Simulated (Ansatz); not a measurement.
P: projected density of states with PBE0

P:

```
CELL_PARAMETERS angstrom
1.64774 -5.46504 0.00000
1.64774 5.46504 0.00000
0.00000 0.00000 4.54364
ATOMIC_POSITIONS crystal
P 0.90414 0.09586 0.58882
P 0.09586 0.90414 0.41118
P 0.59586 0.40414 0.08882
P 0.40414 0.59586 0.91118
```

```json
{
  "Program": "Ansatz 0.2.0",
  "Task": "projected density of states",
  "Functional": "PBE0",
  "Potentials or basis": "Ansatz PAW",
  "Cutoff": "420 eV (not typed: the program's choice for these potentials)",
  "k mesh": "5 × 5 × 4",
  "Occupations": "fermi-dirac, width 0.05 eV",
  "Spin": "no spin polarisation"
}
```

```
Pressure               : -0.2 GPa
Largest force          : 0.145 eV/Å
Band gap on the k mesh : 1.68 eV, direct
```

Forces in eV/Å, atoms in the order of the input:
```
P    0.000 -0.112 -0.093
P    0.000  0.112  0.093
P    0.000  0.112 -0.093
P    0.000 -0.112  0.093
```

Stress tensor (GPa, compression positive):
```
 0.21  0.00  0.00
 0.00 -0.49  0.00
 0.00  0.00 -0.39
```

Levels at points of the mesh, in eV from the valence-band top:
```csv
k point,band 6,band 7,band 8,band 9,band 10,band 11,band 12,band 13,band 14,band 15
"(0.00, 0.00, 0.00)",-5.40,-4.41,-3.01,-2.75,-1.25,1.94,2.48,3.49,4.53,7.37
"(0.00, 0.00, -0.50)",-4.82,-3.53,-3.53,-1.71,-1.71,2.94,2.94,4.55,4.55,6.39
```

States per cell in windows of 1 eV (zero at the valence-band top; states under -8 eV left out):
```tsv
from (eV)	total	P 3p	P 3s
-8.0	0.43	0.32	0.10
-7.0	2.25	2.00	0.21
-6.0	1.44	1.24	0.17
-5.0	2.46	2.13	0.29
-4.0	1.76	1.56	0.16
-3.0	1.87	1.58	0.24
-2.0	2.01	1.69	0.26
-1.0	0.17	0.14	0.02
0.0	0.00	0.00	0.00
1.0	0.06	0.04	0.01
2.0	2.01	1.37	0.32
3.0	2.76	1.94	0.35
4.0	2.72	1.99	0.21
5.0	1.97	1.30	0.17
6.0	2.48	1.24	0.14
7.0	2.18	0.49	0.05
```

It took 20 s on 2 threads of Intel(R) Xeon(R) 6975P-C (Granite Rapids), with other jobs on the host, peak memory 1.4 GiB.

Caveat: odd divisions of the mesh miss points on the zone boundary, where band edges often lie, so the gap on the mesh can be too wide; the PAW data sets come from PBE, with cores solved anew for the run's functional, which leaves a small shift of forces and pressure; the density of states is complete only up to the lowest level of the last band computed; the thresholds are loose for stress. A k mesh can miss the band edges.
